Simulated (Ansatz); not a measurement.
Ga, DFT, PBEsol, PAW with Ansatz's default frozen-core files, scalar-relativistic (Ansatz 0.2.0), run on 1 thread of Arm Neoverse V2 on a shared host.

The cell comes from COD entry 9011089, which wasn't checked; take it as a given geometry. The listed cell was then made from it by scaling, straining or moving an atom.

Command: `ansatz run input.yaml --threads 1 --pin off --max-ram 3072MiB --backend cpu --events-out ev --progress --plain --runs-dir out`

```yaml
crystal:
  lattice:
    - [1.383, -4.0265, 0.0]
    - [1.383, 4.0265, 0.0]
    - [-0.11745, 0.0, 3.2633314]
  atoms:
    - { symbol: Ga, position: [0.869, 0.131, 0.25] }
    - { symbol: Ga, position: [0.131, 0.869, 0.75] }
kpoints:
  mp_grid: { grid: [14, 14, 11] }
scf:
  occupations: { method: fermi_dirac, width: 0.03 }
hamiltonian:
  xc: pbesol
  pseudopotentials: { kind: paw }
output:
  forces: true
  stress: true
  eigenvalues: true
  efg: { contact_densities: true }
  write_density: true
  write_potential: true
  elf: true
  volumetric_format: npy
```

(1) How large is the problem that the program sets up?

(2) About how long does it take, and how much memory does it use?

(3) And the same cell and mesh by crystal-made all-electron datasets, asked for forces, stress, eigenvalues, efg, on the same hardware?

Answers

(1) 582 irreducible k-points, 705 plane waves at Γ, 17 bands.

(2) 22 s of wall time for 6 SCF iterations, with a peak of 0.55 GiB. Times on shared machines scatter by tens of per cent.

(3) 110 s, peak memory 0.95 GiB.
